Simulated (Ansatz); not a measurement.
SrF$_{2}$ (fluorite, Fm-3m), a = b = c = 5.758 Å, α = β = γ = 90.00°; the cell used has 3 atoms.

Relaxed with PBEsol.

Task: Decompose the optical modes at the zone centre into irreducible representations, and say which are infrared and Raman allowed.

Result: Point group m-3m: Γ_opt = T1u + T2g. Infrared: T1u. Raman: T2g.

Task: Assign frequencies (DFPT, plane-wave PAW PBEsol (Ansatz code); without the LO–TO term).

Result: T1u 212, T2g 283 cm⁻¹.

The cell was relaxed with PBEsol under the symmetry of its start; phonons on a q-mesh show no instability.

Potentials: the later of the program's two PAW sets.
